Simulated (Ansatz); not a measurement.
Computed with DFT PBEsol, scalar-relativistic, plane waves, PAW (Ansatz 0.2.0).

Structure of WSe$_{2}$:

```xyz
3
Lattice="3.2703 0.0000 0.0000 -1.6351 2.8321 0.0000 0.0000 0.0000 16.6612" Properties=species:S:1:pos:R:3 pbc="T T T"
W     0.0000    0.0000    0.0000
Se    0.0000    1.8881    1.6728
Se    0.0000    1.8881   14.9884
```

Plane waves to 420 eV, a k mesh through Γ of 12×12×2 on the computed 3-atom cell and Gaussian smearing (0.02 eV); no spin polarisation.

Levels along Γ–M–K–Γ–A–L–H–A | L–M | H–K, in eV from a zero inside the gap, sorted by energy at each point. Points in fractions of the primitive reciprocal vectors: Γ (0.000 0.000 0.000), M (0.500 0.000 0.000), K (0.333 0.333 0.000), A (0.000 0.000 0.500), L (0.500 0.000 0.500), H (0.333 0.333 0.500).
| point | k (1/Å, with 2π) | band 20 | band 21 | band 22 | band 23 | band 24 | band 25 | band 26 |
| --- | --- | --- | --- | --- | --- | --- | --- | --- |
| Γ | 0.000 | -3.09 | -2.02 | -2.02 | -1.26 | 2.22 | 2.22 | 2.40 |
| - | 0.555 | -3.10 | -2.52 | -2.38 | -1.83 | 1.10 | 1.65 | 2.00 |
| M | 1.109 | -3.85 | -3.04 | -1.87 | -1.69 | 1.69 | 2.01 | 2.92 |
| - | 1.429 | -4.15 | -3.57 | -3.03 | -1.22 | 1.44 | 2.31 | 2.53 |
| K | 1.750 | -4.60 | -4.20 | -3.22 | -0.84 | 0.85 | 1.96 | 2.78 |
| - | 2.390 | -4.07 | -2.85 | -2.14 | -1.65 | 0.84 | 1.69 | 1.79 |
| Γ | 3.031 | -3.09 | -2.02 | -2.02 | -1.26 | 2.22 | 2.22 | 2.40 |
| - | 3.125 | -3.09 | -2.02 | -2.02 | -1.26 | 2.22 | 2.22 | 2.40 |
| A | 3.219 | -3.09 | -2.02 | -2.02 | -1.26 | 2.22 | 2.22 | 2.40 |
| - | 3.774 | -3.10 | -2.52 | -2.38 | -1.83 | 1.10 | 1.65 | 2.00 |
| L | 4.328 | -3.85 | -3.04 | -1.87 | -1.69 | 1.69 | 2.01 | 2.92 |
| - | 4.649 | -4.15 | -3.57 | -3.03 | -1.22 | 1.44 | 2.31 | 2.53 |
| H | 4.969 | -4.60 | -4.20 | -3.22 | -0.84 | 0.85 | 1.96 | 2.78 |
| - | 5.609 | -4.07 | -2.85 | -2.14 | -1.65 | 0.84 | 1.69 | 1.79 |
| A | 6.250 | -3.09 | -2.02 | -2.02 | -1.26 | 2.22 | 2.22 | 2.40 |
| L | 6.250 | -3.85 | -3.04 | -1.87 | -1.69 | 1.69 | 2.01 | 2.92 |
| - | 6.344 | -3.85 | -3.04 | -1.87 | -1.69 | 1.69 | 2.01 | 2.92 |
| M | 6.438 | -3.85 | -3.04 | -1.87 | -1.69 | 1.69 | 2.01 | 2.92 |
| H | 6.438 | -4.60 | -4.20 | -3.22 | -0.84 | 0.85 | 1.96 | 2.78 |
| - | 6.533 | -4.60 | -4.20 | -3.22 | -0.84 | 0.85 | 1.96 | 2.78 |
| K | 6.627 | -4.60 | -4.20 | -3.22 | -0.84 | 0.85 | 1.96 | 2.78 |

Spin-orbit coupling is left out, which matters for the bands of heavy elements. The cell holds layers, and where no dispersion correction was added their binding is poorly described.

This form isn't the usual stable structure of the compound.

Cost: 1 run of about 2.6 core-minutes, on Intel Xeon Processor @ 2.50GHz (Skylake/Cascade Lake) (shared hosts).